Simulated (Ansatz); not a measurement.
# Ru: the cost of one run

Program: Ansatz 0.2.0. Level of theory: DFT PBEsol, scalar-relativistic, plane waves, PAW. These are calculated values, not measurements.

## (1) Starting point

Symmetry: Fm-3m, No. 225, cubic system. The conventional cell has a = 3.830 Å, b = 3.830 Å, c = 3.830 Å, α = 90.00°, β = 90.00°, γ = 90.00°. Ru (site symmetry m-3m) is surrounded by 12 Ru at 2.71 Å.

Structure file:

```cif
data_structure
_symmetry_space_group_name_H-M 'Fm-3m'
_symmetry_Int_Tables_number 225
_cell_length_a 3.8300
_cell_length_b 3.8300
_cell_length_c 3.8300
_cell_angle_alpha 90.000
_cell_angle_beta 90.000
_cell_angle_gamma 90.000
_cell_volume 56.18
loop_
_atom_site_label
_atom_site_type_symbol
_atom_site_symmetry_multiplicity
_atom_site_Wyckoff_symbol
_atom_site_fract_x
_atom_site_fract_y
_atom_site_fract_z
_atom_site_occupancy
Ru1 Ru 4 a 0.00000 0.00000 0.00000 1
```

The cell is taken as given, not relaxed at this level.

## (2) The reference cell

The reference gives a free energy of -5816.3610 eV, pressure -14.72 GPa, largest force 0.000 eV/Å and gap on the mesh none (metal). It was computed beforehand with the settings of the runs below.

## (3) Next: biaxial against axial strain

The cell is strained by p along both x and y and by q along z, with fractional coordinates fixed.

## (4) At p = -0.080, q = -0.080

input.yaml

```yaml
crystal:
  lattice:
    - [0.0, 1.7618, 1.7618]
    - [1.7618, 0.0, 1.7618]
    - [1.7618, 1.7618, 0.0]
  atoms:
    - { symbol: Ru, position: [0.0, 0.0, 0.0] }
basis:
  ecutwfc: 420
kpoints:
  mp_grid: { grid: [22, 22, 22] }
hamiltonian:
  xc: pbesol
scf:
  occupations: { method: gaussian, width: 0.15 }
output:
  forces: true
  stress: true
  eigenvalues: true
```

Q: Estimate wall time and peak memory on 1 thread of an x86-64 CPU, shared host.

About 3.1 s, with a peak of 0.38 GiB.
